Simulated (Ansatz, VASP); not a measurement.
# One calculation of C, two programs

File INCAR:

```
SYSTEM = C
PREC = Accurate
ENCUT = 520
EDIFF = 1E-6
ISMEAR = 0
SIGMA = 0.05
LREAL = .False.
LASPH = .True.
NELM = 100
ALGO = Normal
ISIF = 2
LWAVE = .False.
LCHARG = .False.
GGA = PE
IVDW = 12
NBANDS = 11
```

The input KPOINTS:

```
Automatic mesh
0
Gamma
  15 15 15
  0 0 0
```

The input POSCAR:

```
C
1.0
    1.2530811925      0.7234667638      3.4175230126
   -1.2530811925      0.7234667638      3.4175230126
    0.0000000000     -1.4469335276      3.4175230125
C
2
Direct
    0.1665955851      0.1665955851      0.1665955851
    0.8334044149      0.8334044149      0.8334044149
```

Input for Ansatz:

```yaml
crystal:
  lattice:
    - [1.2530811925, 0.7234667638, 3.4175230126]
    - [-1.2530811925, 0.7234667638, 3.4175230126]
    - [0.0, -1.4469335276, 3.4175230125]
  atoms:
    - { symbol: C, position: [0.1665955851, 0.1665955851, 0.1665955851] }
    - { symbol: C, position: [0.8334044149, 0.8334044149, 0.8334044149] }
basis:
  ecutwfc: 520.0
kpoints:
  mp_grid: { grid: [15, 15, 15] }
hamiltonian:
  xc: pbe
  dispersion: d3bj
scf:
  occupations: { method: gaussian, width: 0.05 }
output:
  forces: true
  stress: true
  eigenvalues: true
```

Change from the starting cell: mode 4 frozen in at +0.000 Å, equal normal strain along x, y and z +0.0167.

Alike in both runs: task single point; functional PBE; dispersion D3(BJ); k mesh 15 × 15 × 15; occupations gaussian, width 0.05 eV; no spin polarisation.

|  | VASP | Ansatz |
| --- | --- | --- |
| version | VASP 6.6.1 | Ansatz 0.2.0 |
| potentials or method | VASP PAW PBE potentials, release 64 (C) | scalar-relativistic, plane waves, PAW |
| plane-wave cutoff (eV) | 520 | 520 |
| valence electrons in the cell | 8 | 8 |

```csv
,VASP,Ansatz,Ansatz less VASP
gap on the k mesh at the Fermi level (eV),0.60,0.60,0.000
least direct gap on the mesh (eV),0.60,0.60,0.000
pressure (GPa),-12.8,-13.2,-0.38
largest component of the traceless stress (GPa),12.33,12.80,+0.472
```

Caveats: an odd mesh through Γ misses points on the zone boundary, where band edges often lie.
